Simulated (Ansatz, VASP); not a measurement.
# One calculation of AlN, two programs

INCAR

```
  PREC = Accurate
  ENCUT = 520
  EDIFF = 1E-6
  ISMEAR = -1
  SIGMA = 0.02
  LREAL = F
  LASPH = T
  NELM = 60
  ALGO = Normal
  ISIF = 2
  LWAVE = F
  LCHARG = F
  GGA = PE
  NBANDS = 11
```

The input KPOINTS:

```
regular mesh
0
Gamma
  10 10 10
```

POSCAR

```
AlN
1.0
    0.0000000000      1.9780000000      1.9977800000
    1.9780000000      0.0000000000      1.9977800000
    1.9780000000      1.9780000000      0.0000000000
Al N
1 1
Direct
    0.0000000000      0.0000000000      0.0000000000
    0.5000000000      0.5000000000      0.5000000000
```

Input for Ansatz:

```yaml
crystal:
  lattice:
    - [0.0, 1.978, 1.99778]
    - [1.978, 0.0, 1.99778]
    - [1.978, 1.978, 0.0]
  atoms:
    - { symbol: Al, position: [0.0, 0.0, 0.0] }
    - { symbol: "N", position: [0.5, 0.5, 0.5] }
kpoints:
  mp_grid: { grid: [10, 10, 10] }
  band_path:
    path:
      - [0.0, 0.0, 0.0]
      - [0.0, 0.5, 0.5]
      - [0.25, 0.75, 0.5]
      - [0.0, 0.5, 0.0]
      - [0.0, 0.0, 0.0]
      - [0.5, 0.5, 0.0]
      - [0.3725370062, 0.6274629938, 0.0]
      - [-0.3725370062, 0.3725370062, 0.0]
      - [0.0, 0.0, 0.0]
    npoints: 5
scf:
  occupations: { method: fermi_dirac, width: 0.02 }
hamiltonian:
  xc: pbe
  pseudopotentials: { kind: all_electron, lapw: { basis_error: 0.001 } }
output:
  forces: true
  stress: true
  eigenvalues: true
```

Change from the starting cell: zz strain of +1 %.

Alike in both runs: task single point; functional PBE; k mesh 10 × 10 × 10; occupations fermi-dirac, width 0.02 eV; no spin polarisation.

|  | VASP | Ansatz |
| --- | --- | --- |
| version | VASP 6.6.1 | Ansatz 0.2.0 |
| potentials or method | VASP PAW PBE potentials, release 64 (Al, N) | all-electron LAPW, scalar-relativistic |
| plane-wave cutoff (eV) | 520 | see its input |

VASP gave:

```
gap on the k mesh at the Fermi level (eV)       : 5.08
pressure (GPa)                                  : 21.9
largest component of the traceless stress (GPa) : 2.59
```

Estimate Ansatz's values.

gap on the k mesh at the Fermi level (eV): 5.09; pressure (GPa): 22.2; largest component of the traceless stress (GPa): 2.60.

Ansatz ran all-electron here, so the differences hold the error of VASP's frozen core and of both bases.

Caveats: so large a pressure means that the cell lies far from this level's equilibrium, or that cutoff or potentials fall short (VASP). A k mesh can miss the band edges.
